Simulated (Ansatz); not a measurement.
Input, command and steps of an Ansatz relaxation.

```yaml
crystal:
  lattice:
    - [2.9864533903, 0.0, 0.0]
    - [-1.4932266951, 2.5863445032, 0.0]
    - [0.0, 0.0, 5.5181610088]
  atoms:
    - { symbol: Ge, position: [0.6666666667, 0.3333333333, 0.75] }
    - { symbol: Ge, position: [0.3333333333, 0.6666666667, 0.25] }
    - { symbol: "N", position: [0.0, 0.0, 0.0] }
    - { symbol: "N", position: [0.0, 0.0, 0.5] }
basis:
  ecutwfc: 420
kpoints:
  mp_grid: { grid: [18, 18, 8] }
hamiltonian:
  xc: pbesol
scf:
  occupations: { method: gaussian, width: 0.1 }
output:
  forces: true
  stress: true
  eigenvalues: true
relax:
  adjacent_minimum: "off"
  f_tol: 0.01
  max_steps: 60
  cell: { stress_tol: 0.1 }
```

```bash
ansatz run input.yaml --threads 1 --pin off --max-ram 2560MiB --backend cpu --events-out ev --progress --plain --runs-dir out
```

Method: DFT PBEsol, scalar-relativistic, plane waves, PAW (Ansatz).

Of 4 frames 3 are shown, positions in Å and forces in eV/Å; the SCF threshold varies from step to step. Steps run on the plane waves of an earlier cell, with a Pulay correction in the pressure. The basis is chosen afresh for the last frame, the zero of the energies, and at times for earlier ones too; energy and pressure step there, also at an unchanged geometry. The mark taken_back stands on steps that the optimiser undid.

```xyz
4
Lattice="2.9865 0.0000 0.0000 -1.4932 2.5863 0.0000 0.0000 0.0000 5.5182" Properties=species:S:1:pos:R:3:forces:R:3 pbc="T T T" step=1 free_energy_over_end_meV_per_atom=0.01 pressure_GPa=-0.01
Ge    1.4932    0.8621    4.1386    0.0000    0.0000    0.0000
Ge    0.0000    1.7242    1.3795    0.0000    0.0000    0.0000
N     0.0000    0.0000    0.0000    0.0000    0.0000    0.0000
N     0.0000    0.0000    2.7591    0.0000    0.0000    0.0000
4
Lattice="2.9894 0.0000 0.0000 -1.4947 2.5889 0.0000 0.0000 0.0000 5.5089" Properties=species:S:1:pos:R:3:forces:R:3 pbc="T T T" step=2 free_energy_over_end_meV_per_atom=0.04 pressure_GPa=0.06 taken_back
Ge    1.4947    0.8630    4.1317    0.0000    0.0000    0.0000
Ge    0.0000    1.7259    1.3772    0.0000    0.0000    0.0000
N     0.0000    0.0000    0.0000    0.0000    0.0000    0.0000
N     0.0000    0.0000    2.7545    0.0000    0.0000    0.0000
4
Lattice="2.9874 0.0000 0.0000 -1.4937 2.5872 0.0000 0.0000 0.0000 5.5152" Properties=species:S:1:pos:R:3:forces:R:3 pbc="T T T" step=4 free_energy_over_end_meV_per_atom=0.00 pressure_GPa=0.01
Ge    1.4937    0.8624    4.1364    0.0000    0.0000    0.0000
Ge    0.0000    1.7248    1.3788    0.0000    0.0000    0.0000
N     0.0000    0.0000    0.0000    0.0000    0.0000    0.0000
N     0.0000    0.0000    2.7576    0.0000    0.0000    0.0000
```

It took 53 s on 1 thread of AMD EPYC 7R43 64-Core Processor (Zen 3), with other jobs on the host, peak memory 0.47 GiB.